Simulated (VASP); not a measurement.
# La (P6_3/mmc) in VASP: reference runs

How does La come out in PBE? The cell is run as given and disturbed.

Everything below comes from runs of VASP 6.6.1. Logs are shortened: lines on timing, memory, paths and dates and some standing lists are left out, and cuts for length are marked.

## Step 1: Starting point

The structure is hexagonal, space group P6_3/mmc (No. 194). The conventional cell has a = 3.750 Å, b = 3.750 Å, c = 6.070 Å, α = 90.00°, β = 90.00°, γ = 120.00°. La (site symmetry -6m2) is surrounded by 12 La at 3.73 to 3.75 Å.

This isn't the form of La at room conditions, which is double hcp.

## Step 2: Single point, PBE

Contents of INCAR:

```
PREC = Accurate
ENCUT = 520
EDIFF = 1E-7
ISMEAR = -1
SIGMA = 0.05
LREAL = False
LASPH = True
NELM = 60
ALGO = Normal
ISIF = 2
LWAVE = False
LCHARG = False
GGA = PE
NBANDS = 18
```

Contents of KPOINTS:

```
Automatic mesh
0
Gamma
  8 8 5
```

Contents of POSCAR:

```
La
1.0
    3.7500000000      0.0000000000      0.0000000000
   -1.8750000000      3.2475952642      0.0000000000
    0.0000000000      0.0000000000      6.0700000000
La
2
Direct
    0.6666666667      0.3333333333      0.7500000000
    0.3333333333      0.6666666667      0.2500000000
```

Potentials or basis: VASP PAW PBE potentials, release 64 (La).

Run with:

```sh
$ cat potpaw_PBE.64/La/POTCAR > POTCAR
$ mpirun -np 1 vasp_std > vasp.out
```

OUTCAR:

```text
PREC = Accurate
   ENCUT = 520
   EDIFF = 1E-7
   ISMEAR = -1
   LREAL = False
   LASPH = True
   NELM = 60
   ISIF = 2
   GGA = PE

 ion  position               nearest neighbor table
   1  0.667  0.333  0.750-
   2  0.333  0.667  0.250-

  LATTYP: Found a hexagonal cell.
 ALAT       =     3.7500000000
 C/A-ratio  =     1.6186666667

  Lattice vectors:

 A1 = (   3.7500000000,   0.0000000000,   0.0000000000)
 A2 = (  -1.8750000000,   3.2475952642,   0.0000000000)
 A3 = (   0.0000000000,   0.0000000000,   6.0700000000)

Analysis of symmetry for initial positions (statically):
=====================================================================
 Subroutine PRICEL returns:
 Original cell was already a primitive cell.

 Routine SETGRP: Setting up the symmetry group for a
 hexagonal supercell.

 Subroutine GETGRP returns: Found 24 space group operations
 (whereof 12 operations were pure point group operations)
 out of a pool of 24 trial point group operations.

The static configuration has the point symmetry D_3d.
 The point group associated with its full space group is D_6h.

Analysis of symmetry for dynamics (positions and initial velocities):
=====================================================================
 Subroutine PRICEL returns:
 Original cell was already a primitive cell.

 Routine SETGRP: Setting up the symmetry group for a
 hexagonal supercell.

 Subroutine GETGRP returns: Found 24 space group operations
 (whereof 12 operations were pure point group operations)
 out of a pool of 24 trial point group operations.

The dynamic configuration has the point symmetry D_3d.
 The point group associated with its full space group is D_6h.

 Subroutine INISYM returns: Found 24 space group operations
 (whereof 12 operations are pure point group operations),
 and found     1 'primitive' translations

----------------------------------------------------------------------------------------

                                     Primitive cell

  volume of cell :      73.9234

  direct lattice vectors                    reciprocal lattice vectors
     3.750000000  0.000000000  0.000000000     0.266666667  0.153960072  0.000000000
    -1.875000000  3.247595264  0.000000000     0.000000000  0.307920144  0.000000000
     0.000000000  0.000000000  6.070000000     0.000000000  0.000000000  0.164744646

  length of vectors
     3.750000000  3.750000000  6.070000000     0.307920144  0.307920144  0.164744646

  position of ions in fractional coordinates (direct lattice)
     0.666666667  0.333333333  0.750000000
     0.333333333  0.666666667  0.250000000

  ion indices of the primitive-cell ions
   primitive index   ion index
                 1           1
                 2           2

----------------------------------------------------------------------------------------

 KPOINTS: Automatic mesh

Automatic generation of k-mesh.
 Grid dimensions read from file:
 generate k-points for:    8    8    5

 Generating k-lattice:

  Cartesian coordinates                     Fractional coordinates (reciprocal lattice)
     0.033333333  0.019245009  0.000000000     0.125000000  0.000000000  0.000000000
     0.000000000  0.038490018  0.000000000     0.000000000  0.125000000  0.000000000
     0.000000000  0.000000000  0.032948929     0.000000000  0.000000000  0.200000000

  Length of vectors
     0.038490018  0.038490018  0.032948929

  Shift w.r.t. Gamma in fractional coordinates (k-lattice)
     0.000000000  0.000000000  0.000000000

 Subroutine IBZKPT returns following result:
 ===========================================

 Found     30 irreducible k-points:

 Following reciprocal coordinates:
            Coordinates               Weight
  0.000000  0.000000  0.000000      1.000000
  0.125000  0.000000  0.000000      6.000000
  0.250000  0.000000  0.000000      6.000000
  0.375000 -0.000000  0.000000      6.000000
  0.500000  0.000000  0.000000      3.000000
  0.125000  0.125000  0.000000      6.000000
[... 22 lines left out ...]
  0.250000  0.250000  0.400000     12.000000
  0.375000  0.250000  0.400000     12.000000
   k-points           NKPTS =     30   k-points in BZ     NKDIM =     30   number of bands    NBANDS=     18
   number of dos      NEDOS =    301   number of ions     NIONS =      2
   total plane-waves  NPLWV =  37632
   dimension x,y,z NGX =    28 NGY =   28 NGZ =   48
   dimension x,y,z NGXF=    56 NGYF=   56 NGZF=   96
   ions per type =               2
   NGX,Y,Z   is equivalent  to a cutoff of  12.41, 12.41, 13.15 a.u.
   NGXF,Y,Z  is equivalent  to a cutoff of  24.83, 24.83, 26.29 a.u.
 SYSTEM =  unknown system
   PREC   = accura    normal or accurate (medium, high low for compatibility)
   ISTART =      0    job   : 0-new  1-cont  2-samecut
   ICHARG =      2    charge: 1-file 2-atom 10-const
   ISPIN  =      1    spin polarized calculation?
   LNONCOLLINEAR =      F non collinear calculations
   LSORBIT =      F    spin-orbit coupling
   LASPH  =      T    aspherical Exc in radial PAW
   ENCUT  =  520.0 eV  38.22 Ry    6.18 a.u.   6.97  6.97 11.29*2*pi/ulx,y,z
   NELM   =     60;   NELMIN=  2; NELMDL= -5     # of ELM steps
   EDIFF  = 0.1E-06   stopping-criterion for ELM
   LREAL  =      F    real-space projection
   EDIFFG = 0.1E-05   stopping-criterion for IOM
   NSW    =      0    number of steps for IOM
   IBRION =     -1    ionic relax: 0-MD 1-quasi-New 2-CG
   NFREE  =      0    steps in history (QN), initial steepest desc. (CG)
   ISIF   =      2    stress and relaxation
   ISYM   =      2    0-nonsym 1-usesym 2-fastsym
   POTIM  = 0.5000    time-step for ionic-motion
   TEBEG  =    0.0;   TEEND  =   0.0 temperature during run
   PSTRESS=    0.0 pullay stress
   NELECT =      22.0000    total number of electrons
   NUPDOWN=      -1.0000    fix difference up-down
   EMIN   =  10.00;   EMAX   =-10.00  energy-range for DOS
   EFERMI =   0.00;   METHOD = LEGACY
   ISMEAR =    -1;   SIGMA  =   0.05  broadening in eV -4-tet -1-fermi 0-gaus
   EFERMI_NEDOS =   21; number of points for ismear=-14 and -15
   IALGO  =     38    algorithm
   IMIX   =      4    mixing-type and parameters
     AMIX     =   0.40;   BMIX     =  1.00
     AMIX_MAG =   1.60;   BMIX_MAG =  1.00
  volume/ion in A,a.u.               =      36.96       249.43
  Fermi-wavevector in a.u.,A,eV,Ry     =   1.093004  2.065478 16.254307  1.194658
  Thomas-Fermi vector in A             =   2.229281
   LORBIT       =      0    0 simple, 1 ext, 2 COOP (PROOUT), +10 PAW based schemes
   GGA     = PE    functional components
   LHFCALC =     F    Hartree Fock is set to
   AEXX    =    0.0000 exact exchange contribution
   IVDW    =     0    specifies the selected vdW correction
   LEPSILON=     F    determine dielectric tensor
   LRPA    =     F    only Hartree local field effects (RPA)
 non-spin polarized calculation
  energy-cutoff  :      520.00
  volume of cell :       73.92
 maximum number of plane-waves:      2008
 NGX is ok and might be reduce to    28
   NGX = 13   NGY = 13   NGZ = 23

 number of electron      21.9999997 magnetization

 Free energy of the ion-electron system (eV)
  ---------------------------------------------------
  ext. energy  EPLUGINS =         0.00000000
  ---------------------------------------------------
  free energy    TOTEN  =        -9.71256394 eV

  energy without entropy =       -9.67628284  energy(sigma->0) =       -9.69442339

 E-fermi :   7.9026     XC(G=0):  -9.5814

 val. band max:        7.8766873398   @ k =   0.1250   0.1250   0.0000
 cond. band min:       7.9242588181   @ k =   0.2500   0.0000   0.0000
 fundamental gap:      0.0475714783
 Fermi energy:         7.9025928861

 k-point     1 :       0.0000    0.0000    0.0000
  band No.  band energies     occupation
      1     -24.9547      2.00000
      2     -24.7486      2.00000
      3      -9.3485      2.00000
      4      -8.1366      2.00000
      5      -8.1366      2.00000
      6      -7.9498      2.00000
[... 10 lines left out ...]
     17       9.5800      0.00000
     18       9.6699      0.00000

 k-point     2 :       0.1250    0.0000    0.0000
  band No.  band energies     occupation
      1     -24.9296      2.00000
      2     -24.7368      2.00000
      3      -9.2831      2.00000
      4      -8.3037      2.00000
      5      -8.1883      2.00000
      6      -8.1199      2.00000
[... 10 lines left out ...]
     17       9.5706      0.00000
     18       9.6419      0.00000

 k-point     3 :       0.2500    0.0000    0.0000
  band No.  band energies     occupation
      1     -24.8658      2.00000
      2     -24.7109      2.00000
      3      -9.1050      2.00000
      4      -8.6936      2.00000
      5      -8.4973      2.00000
      6      -8.3033      2.00000
[... 10 lines left out ...]
     17       9.7143      0.00000
     18       9.7376      0.00000

 k-point     4 :       0.3750   -0.0000    0.0000
  band No.  band energies     occupation
      1     -24.7937      2.00000
      2     -24.6919      2.00000
      3      -9.0638      2.00000
      4      -8.8727      2.00000
      5      -8.8396      2.00000
      6      -8.4096      2.00000
[... 501 lines left out ...]
      4      -9.1538      2.00000
      5      -8.5163      2.00000
      6      -8.4042      2.00000
[... 10 lines left out ...]
     17       9.7883      0.00000
     18       9.8292      0.00000

 k-point    29 :       0.2500    0.2500    0.4000
  band No.  band energies     occupation
      1     -24.7345      2.00000
      2     -24.7130      2.00000
      3      -9.1115      2.00000
      4      -9.0821      2.00000
      5      -8.6259      2.00000
      6      -8.5446      2.00000
[... 10 lines left out ...]
     17       9.7977      0.00000
     18       9.8173      0.00000

 k-point    30 :       0.3750    0.2500    0.4000
  band No.  band energies     occupation
      1     -24.7144      2.00000
      2     -24.7057      2.00000
      3      -9.1236      2.00000
      4      -9.0810      2.00000
      5      -8.7636      2.00000
      6      -8.6430      2.00000
[... 10 lines left out ...]
     17       9.6747      0.00000
     18       9.6848      0.00000

------------------------ aborting loop because EDIFF is reached ----------------------------------------

  FORCE on cell =-STRESS in cart. coord.  units (eV):
  Direction    XX          YY          ZZ          XY          YZ          ZX
  --------------------------------------------------------------------------------------
  -------------------------------------------------------------------------------------
  Total        0.3980341      0.3980341      0.2395324      0.0000000      0.0000000     -0.0000000
  in kB        8.6267855      8.6267855      5.1915019      0.0000000      0.0000000     -0.0000000
  external PRESSURE =       7.4816910 kB  Pullay stress =       0.0000000 kB

 VOLUME and BASIS-vectors are now :
 -----------------------------------------------------------------------------
  energy-cutoff  :      520.00
  volume of cell :       73.92
      direct lattice vectors                 reciprocal lattice vectors
     3.750000000  0.000000000  0.000000000     0.266666667  0.153960072  0.000000000
    -1.875000000  3.247595264  0.000000000     0.000000000  0.307920144  0.000000000
     0.000000000  0.000000000  6.070000000     0.000000000  0.000000000  0.164744646

 POSITION                                       TOTAL-FORCE (eV/Angst)
 -----------------------------------------------------------------------------------
      1.87500      1.08253      4.55250         0.000000     -0.000000      0.000000
     -0.00000      2.16506      1.51750        -0.000000      0.000000      0.000000
 -----------------------------------------------------------------------------------
    total drift:                                0.000000     -0.000000      0.000000

  FREE ENERGIE OF THE ION-ELECTRON SYSTEM (eV)
  ---------------------------------------------------
  free  energy   TOTEN  =        -9.7125639417 eV

  energy  without entropy=       -9.6762828437  energy(sigma->0) =       -9.69442339
```

Wall time 2.2 min (1 thread of AMD EPYC 7R43 (Zen 3), shared host); peak memory 0.16 GiB.

What came out:

```yaml
Free_energy: -9.7126 eV
Pressure: 0.7 GPa
Band_gap_on_the_k_mesh: none (metal or under the smearing width)
```

Levels at points of the mesh, in eV from the Fermi level:
```tsv
k point	band 8	band 9	band 10	band 11	band 12	band 13	band 14	band 15
(0.00, 0.00, 0.00)	-15.83	-3.17	-1.75	1.10	1.33	1.33	1.55	1.64
(0.50, 0.00, 0.00)	-16.02	-1.60	-1.15	-1.15	1.20	1.24	1.31	1.50
```

The run has no spin-orbit coupling, so splittings on La are missing.

[end of part 1 of 2]
